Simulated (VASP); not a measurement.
# BAs (F-43m) in VASP: density of states with BLYP+D3(BJ)

Aim: the density of states of BAs with BLYP+D3(BJ).

Everything below comes from runs of VASP 6.6.1. Logs are shortened: lines on timing, memory, paths and dates and some standing lists are left out, and cuts for length are marked.

## Step 1: The structure

It takes space group F-43m (No. 216, cubic). The conventional cell has a = 4.777 Å, b = 4.777 Å, c = 4.777 Å, α = 90.00°, β = 90.00°, γ = 90.00°. Around As (site symmetry -43m) lie 4 B at 2.07 Å. B (site symmetry -43m) is surrounded by 4 As at 2.07 Å.

## Step 2: Density of states, BLYP+D3(BJ)

POSCAR reads:

```
BAs
1.0
    0.0000000000      2.3885000000      2.3885000000
    2.3885000000      0.0000000000      2.3885000000
    2.3885000000      2.3885000000      0.0000000000
As B
1 1
Direct
    0.7500000000      0.7500000000      0.7500000000
    0.0000000000      0.0000000000      0.0000000000
```

INCAR.step1 reads:

```
PREC = Accurate
ENCUT = 520
EDIFF = 1E-7
ISMEAR = 0
SIGMA = 0.01
LREAL = F
LASPH = T
NELM = 100
ALGO = Normal
ISIF = 2
LWAVE = F
LCHARG = T
GGA = B5
ALDAX = 1.0
AGGAX = 1.0
AGGAC = 1.0
ALDAC = 0.0
IVDW = 12
VDW_S6 = 1.0
VDW_S8 = 2.6996
VDW_A1 = 0.4298
VDW_A2 = 4.2359
NBANDS = 11
```

KPOINTS.step1 reads:

```
Automatic mesh
0
Gamma
  10 10 10
```

INCAR.step2 reads:

```
PREC = Accurate
ENCUT = 520
EDIFF = 1E-7
ISMEAR = -5
SIGMA = 0.01
LREAL = F
LASPH = T
NELM = 100
ALGO = Normal
ISIF = 2
LWAVE = F
LCHARG = F
GGA = B5
ALDAX = 1.0
AGGAX = 1.0
AGGAC = 1.0
ALDAC = 0.0
IVDW = 12
VDW_S6 = 1.0
VDW_S8 = 2.6996
VDW_A1 = 0.4298
VDW_A2 = 4.2359
LORBIT = 11
NBANDS = 11
NEDOS = 1001
ICHARG = 11
```

KPOINTS.step2 reads:

```
Automatic mesh
0
Gamma
  15 15 15
```

Potentials or basis: VASP PAW PBE potentials, release 64 (As, B).

The run is started by

```
$ cat potpaw_PBE.64/As/POTCAR potpaw_PBE.64/B/POTCAR > POTCAR
$ cp INCAR.step1 INCAR
$ cp KPOINTS.step1 KPOINTS
$ mpirun -np 1 vasp_std > vasp.out
$ cp INCAR.step2 INCAR
$ cp KPOINTS.step2 KPOINTS
$ mpirun -np 1 vasp_std > vasp.out
```

OUTCAR:

```text
PREC = Accurate
   ENCUT = 520
   EDIFF = 1E-7
   ISMEAR = -5
   LREAL = F
   LASPH = T
   NELM = 100
   ISIF = 2
   GGA = B5
   IVDW = 12
   LORBIT = 11
   ICHARG = 11
 IVDW          = 12

 ion  position               nearest neighbor table
   1  0.750  0.750  0.750-   2 2.07   2 2.07   2 2.07   2 2.07
   2  0.000  0.000  0.000-   1 2.07   1 2.07   1 2.07   1 2.07

  LATTYP: Found a face centered cubic cell.
 ALAT       =     4.7770000000

  Lattice vectors:

 A1 = (   0.0000000000,   2.3885000000,   2.3885000000)
 A2 = (   2.3885000000,   0.0000000000,   2.3885000000)
 A3 = (   2.3885000000,   2.3885000000,   0.0000000000)

Analysis of symmetry for initial positions (statically):
=====================================================================
 Subroutine PRICEL returns:
 Original cell was already a primitive cell.

 Routine SETGRP: Setting up the symmetry group for a
 face centered cubic supercell.

 Subroutine GETGRP returns: Found 24 space group operations
 (whereof 24 operations were pure point group operations)
 out of a pool of 48 trial point group operations.

The static configuration has the point symmetry T_d .

Analysis of symmetry for dynamics (positions and initial velocities):
=====================================================================
 Subroutine PRICEL returns:
 Original cell was already a primitive cell.

 Routine SETGRP: Setting up the symmetry group for a
 face centered cubic supercell.

 Subroutine GETGRP returns: Found 24 space group operations
 (whereof 24 operations were pure point group operations)
 out of a pool of 48 trial point group operations.

The dynamic configuration has the point symmetry T_d .

 Subroutine INISYM returns: Found 24 space group operations
 (whereof 24 operations are pure point group operations),
 and found     1 'primitive' translations

----------------------------------------------------------------------------------------

                                     Primitive cell

  volume of cell :      27.2525

  direct lattice vectors                    reciprocal lattice vectors
     0.000000000  2.388500000  2.388500000    -0.209336404  0.209336404  0.209336404
     2.388500000  0.000000000  2.388500000     0.209336404 -0.209336404  0.209336404
     2.388500000  2.388500000  0.000000000     0.209336404  0.209336404 -0.209336404

  length of vectors
     3.377849094  3.377849094  3.377849094     0.362581287  0.362581287  0.362581287

  position of ions in fractional coordinates (direct lattice)
     0.750000000  0.750000000  0.750000000
     0.000000000  0.000000000  0.000000000

  ion indices of the primitive-cell ions
   primitive index   ion index
                 1           1
                 2           2

----------------------------------------------------------------------------------------

 KPOINTS: Automatic mesh

Automatic generation of k-mesh.
 Grid dimensions read from file:
 generate k-points for:   15   15   15

 Generating k-lattice:

  Cartesian coordinates                     Fractional coordinates (reciprocal lattice)
    -0.013955760  0.013955760  0.013955760     0.066666667  0.000000000  0.000000000
     0.013955760 -0.013955760  0.013955760     0.000000000  0.066666667  0.000000000
     0.013955760  0.013955760 -0.013955760     0.000000000  0.000000000  0.066666667

  Length of vectors
     0.024172086  0.024172086  0.024172086

  Shift w.r.t. Gamma in fractional coordinates (k-lattice)
     0.000000000  0.000000000  0.000000000

 TETIRR: Found    484 inequivalent tetrahedra from    20250

 Subroutine IBZKPT returns following result:
 ===========================================

 Found    120 irreducible k-points:

 Following reciprocal coordinates:
            Coordinates               Weight
  0.000000  0.000000  0.000000      1.000000
  0.066667  0.000000  0.000000      8.000000
  0.133333  0.000000  0.000000      8.000000
  0.200000  0.000000  0.000000      8.000000
  0.266667  0.000000  0.000000      8.000000
  0.333333  0.000000  0.000000      8.000000
[... 16 lines left out ...]
  0.133333  0.133333  0.000000      6.000000
  0.200000  0.133333  0.000000     24.000000
 [... further k-points ...]
   k-points           NKPTS =    120   k-points in BZ     NKDIM =    120   number of bands    NBANDS=     11
   number of dos      NEDOS =   1001   number of ions     NIONS =      2
   total plane-waves  NPLWV =  21952
   dimension x,y,z NGX =    28 NGY =   28 NGZ =   28
   dimension x,y,z NGXF=    56 NGYF=   56 NGZF=   56
   ions per type =               1   1
   NGX,Y,Z   is equivalent  to a cutoff of  13.78, 13.78, 13.78 a.u.
   NGXF,Y,Z  is equivalent  to a cutoff of  27.56, 27.56, 27.56 a.u.
 SYSTEM =  unknown system
   PREC   = accura    normal or accurate (medium, high low for compatibility)
   ISTART =      0    job   : 0-new  1-cont  2-samecut
   ICHARG =     11    charge: 1-file 2-atom 10-const
   ISPIN  =      1    spin polarized calculation?
   LNONCOLLINEAR =      F non collinear calculations
   LSORBIT =      F    spin-orbit coupling
   LASPH  =      T    aspherical Exc in radial PAW
   ENCUT  =  520.0 eV  38.22 Ry    6.18 a.u.   6.28  6.28  6.28*2*pi/ulx,y,z
   NELM   =    100;   NELMIN=  2; NELMDL=  0     # of ELM steps
   EDIFF  = 0.1E-06   stopping-criterion for ELM
   LREAL  =      F    real-space projection
   EDIFFG = 0.1E-05   stopping-criterion for IOM
   NSW    =      0    number of steps for IOM
   IBRION =     -1    ionic relax: 0-MD 1-quasi-New 2-CG
   NFREE  =      0    steps in history (QN), initial steepest desc. (CG)
   ISIF   =      2    stress and relaxation
   ISYM   =      2    0-nonsym 1-usesym 2-fastsym
   POTIM  = 0.5000    time-step for ionic-motion
   TEBEG  =    0.0;   TEEND  =   0.0 temperature during run
   PSTRESS=    0.0 pullay stress
   NELECT =       8.0000    total number of electrons
   NUPDOWN=      -1.0000    fix difference up-down
   EMIN   =  10.00;   EMAX   =-10.00  energy-range for DOS
   EFERMI =   0.00;   METHOD = LEGACY
   ISMEAR =    -5;   SIGMA  =   0.01  broadening in eV -4-tet -1-fermi 0-gaus
   EFERMI_NEDOS =   21; number of points for ismear=-14 and -15
   IALGO  =     38    algorithm
   IMIX   =      4    mixing-type and parameters
     AMIX     =   0.40;   BMIX     =  1.00
     AMIX_MAG =   1.60;   BMIX_MAG =  1.00
  volume/ion in A,a.u.               =      13.63        91.95
  Fermi-wavevector in a.u.,A,eV,Ry     =   1.088018  2.056057 16.106360  1.183784
  Thomas-Fermi vector in A             =   2.224191
   LORBIT       =     11    0 simple, 1 ext, 2 COOP (PROOUT), +10 PAW based schemes
   GGA     = B5    functional components
   LHFCALC =     F    Hartree Fock is set to
   AEXX    =    0.0000 exact exchange contribution
   IVDW    =    12    specifies the selected vdW correction
   LEPSILON=     F    determine dielectric tensor
   LRPA    =     F    only Hartree local field effects (RPA)
 non-spin polarized calculation
 Fermi weights with tetrahedron method with Bloechl corrections
  energy-cutoff  :      520.00
  volume of cell :       27.25
 maximum number of plane-waves:       751
 NGX is ok and might be reduce to    28

 number of electron       8.0000000 magnetization

 Free energy of the ion-electron system (eV)
  ---------------------------------------------------
  ext. energy  EPLUGINS =         0.00000000
  ---------------------------------------------------
  free energy    TOTEN  =       -10.02719810 eV

  energy without entropy =      -10.02719810  energy(sigma->0) =      -10.02719810

 E-fermi :   6.5412     XC(G=0):  -9.9160

 val. band max:        6.5085816028   @ k =   0.0000   0.0000   0.0000
 cond. band min:       7.9187267294   @ k =   0.4000   0.4000   0.0000
 fundamental gap:      1.4101451265
 Fermi energy:         6.5412096640

 k-point     1 :       0.0000    0.0000    0.0000
  band No.  band energies     occupation
      1      -8.7895      2.00000
      2       6.5086      2.00000
      3       6.5086      2.00000
      4       6.5086      2.00000
      5       9.8875      0.00000
      6       9.8875      0.00000
      7       9.8875      0.00000
      8      11.1899      0.00000
      9      16.4746      0.00000
     10      19.7002      0.00000
     11      19.7002      0.00000

 k-point     2 :       0.0667    0.0000    0.0000
  band No.  band energies     occupation
      1      -8.7171      2.00000
      2       5.8174      2.00000
      3       6.3684      2.00000
      4       6.3684      2.00000
      5      10.0105      0.00000
      6      10.0727      0.00000
      7      10.0727      0.00000
      8      11.5985      0.00000
      9      16.7636      0.00000
     10      19.0796      0.00000
     11      19.0796      0.00000

 k-point     3 :       0.1333    0.0000    0.0000
  band No.  band energies     occupation
      1      -8.5016      2.00000
      2       4.3956      2.00000
      3       6.0369      2.00000
      4       6.0369      2.00000
      5       9.9773      0.00000
      6      10.5114      0.00000
      7      10.5114      0.00000
      8      12.6091      0.00000
      9      17.4851      0.00000
     10      18.3339      0.00000
     11      18.3339      0.00000
[... 267 lines left out ...]
 k-point    23 :       0.1333    0.1333    0.0000
  band No.  band energies     occupation
      1      -8.4049      2.00000
      2       4.9113      2.00000
      3       5.2756      2.00000
      4       5.2756      2.00000
      5       9.1659      0.00000
      6      11.5338      0.00000
      7      11.5338      0.00000
      8      12.1974      0.00000
      9      16.7847      0.00000
     10      17.9055      0.00000
     11      20.1241      0.00000

 k-point    24 :       0.2000    0.1333    0.0000
  band No.  band energies     occupation
      1      -8.1441      2.00000
      2       3.7257      2.00000
      3       4.8616      2.00000
      4       5.0649      2.00000
      5       9.1675      0.00000
      6      11.6551      0.00000
      7      12.1478      0.00000
      8      12.7185      0.00000
      9      16.5626      0.00000
     10      18.6792      0.00000
     11      19.9621      0.00000

 [... further k-points ...]

------------------------ aborting loop because EDIFF is reached ----------------------------------------

 Edisp (eV)   -1.44843

 E8    (eV) :    -1.0202

  FORCE on cell =-STRESS in cart. coord.  units (eV):
  Direction    XX          YY          ZZ          XY          YZ          ZX
  --------------------------------------------------------------------------------------
  -------------------------------------------------------------------------------------
  Total       0.02874     0.02874     0.02874    -0.00000    -0.00000    -0.00000
  in kB       1.68981     1.68981     1.68981    -0.00000    -0.00000    -0.00000
  external pressure =        1.69 kB  Pullay stress =        0.00 kB

 VOLUME and BASIS-vectors are now :
 -----------------------------------------------------------------------------
  energy-cutoff  :      520.00
  volume of cell :       27.25
      direct lattice vectors                 reciprocal lattice vectors
     0.000000000  2.388500000  2.388500000    -0.209336404  0.209336404  0.209336404
     2.388500000  0.000000000  2.388500000     0.209336404 -0.209336404  0.209336404
     2.388500000  2.388500000  0.000000000     0.209336404  0.209336404 -0.209336404

 POSITION                                       TOTAL-FORCE (eV/Angst)
 -----------------------------------------------------------------------------------
      3.58275      3.58275      3.58275         0.000000     -0.000000      0.000000
      0.00000      0.00000      0.00000        -0.000000      0.000000     -0.000000
 -----------------------------------------------------------------------------------
    total drift:                                0.000000      0.000000      0.000000

  FREE ENERGIE OF THE ION-ELECTRON SYSTEM (eV)
  ---------------------------------------------------
  free  energy   TOTEN  =       -11.4756290791 eV

  energy  without entropy=      -11.4756290791  energy(sigma->0) =      -11.47562908

 total charge

# of ion       s       p       d       tot
------------------------------------------
    1        1.183   1.681   0.088   2.953
    2        0.660   1.196   0.000   1.856
--------------------------------------------------
tot          1.844   2.877   0.088   4.809
```

It took 1.8 min on 1 thread of AMD EPYC, shared host; peak memory 0.15 GiB.

Results:

- Valence electrons inside the program's atomic spheres: As 2.95; B 1.86
- Dispersion energy per atom: -0.724 eV

States per cell in windows of 1 eV (zero at the valence-band top; states under -8 eV left out):
```tsv
from (eV)	total	As1_p	B2_p	B2_s	As1_d	As1_s	B2_d
-8.0	0.93	0.20	0.05	0.23	0.01	0.05	0.00
-7.0	0.33	0.07	0.03	0.06	0.00	0.03	0.00
-6.0	0.69	0.18	0.11	0.04	0.01	0.03	0.00
-5.0	0.90	0.25	0.17	0.04	0.01	0.02	0.00
-4.0	1.14	0.34	0.26	0.03	0.02	0.02	0.00
-3.0	1.00	0.31	0.26	0.02	0.02	0.01	0.00
-2.0	0.58	0.19	0.16	0.01	0.01	0.00	0.00
-1.0	0.17	0.05	0.05	0.00	0.01	0.00	0.00
0.0	0.00	0.00	0.00	0.00	0.00	0.00	0.00
1.0	0.10	0.01	0.01	0.01	0.01	0.01	0.00
2.0	0.54	0.04	0.07	0.04	0.05	0.03	0.00
3.0	1.36	0.10	0.24	0.11	0.11	0.13	0.00
4.0	0.93	0.14	0.16	0.05	0.07	0.04	0.00
5.0	1.34	0.23	0.23	0.09	0.10	0.05	0.00
6.0	1.09	0.18	0.24	0.05	0.08	0.04	0.00
7.0	0.91	0.17	0.21	0.05	0.07	0.02	0.00
```

Caveat: the PAW data sets were made with another functional, which shifts forces and pressure a little.
